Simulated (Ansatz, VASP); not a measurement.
**Two plane-wave programs on Si2W**

```
Si W
1.0
     0.00000    2.94514    2.94514
     2.94514    0.00000    2.94514
     2.94514    2.94514    0.00000
Si W
2 1
Direct
  0.25000 0.25000 0.25000
  0.75000 0.75000 0.75000
  0.00000 0.00000 0.00000
```

The cell was built by a generator and needn't be a form met in nature.

Alike in both runs: task single point; functional PBE; k mesh 14 × 14 × 14; occupations gaussian, width 0.1 eV; no spin polarisation.

```csv
,VASP,Ansatz
version,VASP 6.6.1,Ansatz 0.2.0
potentials or method,"VASP PAW PBE potentials, release 64 (Si, W_sv)","scalar-relativistic, plane waves, PAW"
plane-wave cutoff (eV),520,420
valence electrons in the cell,22,22
```

```csv
,VASP,Ansatz,Ansatz less VASP
gap on the k mesh at the Fermi level (eV),none,none,-
pressure (GPa),0.0,0.0,-0.04
```

A gap of «none» marks a metal or a gap that the smearing closes.

Spin-orbit coupling is left out, which matters for the levels of W.
